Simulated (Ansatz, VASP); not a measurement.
Two plane-wave programs on SiC

```xyz
2
Lattice="0.0000 2.2643 2.1780 2.2643 0.0000 2.1780 2.2643 2.2643 0.0000" Properties=species:S:1:pos:R:3 pbc="T T T"
Si    1.1322    1.1322    1.0890
C     0.0000    0.0000    0.0000
```

Change from the starting cell: biaxial_xy strain +4.0%.

Alike in both runs: task single point; functional r2SCAN; k mesh 10 × 10 × 10; no spin polarisation.

|  | VASP | Ansatz |
| --- | --- | --- |
| version | VASP 6.6.1 | Ansatz 0.2.0 |
| potentials or method | VASP PAW PBE potentials, release 64 (Si, C) | plane waves, PAW |
| plane-wave cutoff (eV) | 520 | 500 |
| occupations | gaussian, width 0.01 eV | fixed |
| valence electrons in the cell | 8 | 8 |

Ansatz gave:

- gap on the k mesh at the Fermi level (eV): 1.37
- pressure (GPa): -15.2
- largest component of the traceless stress (GPa): 6.56

Q: What did VASP give for the same quantities?

A: gap on the k mesh at the Fermi level (eV): 1.38; pressure (GPa): -15.3; largest component of the traceless stress (GPa): 6.58.

Caveats: so large a pressure means that the cell lies far from this level's equilibrium, or that cutoff or potentials fall short (VASP); the potentials were made for another functional, which shifts forces and pressure (VASP). A k mesh can miss the band edges.
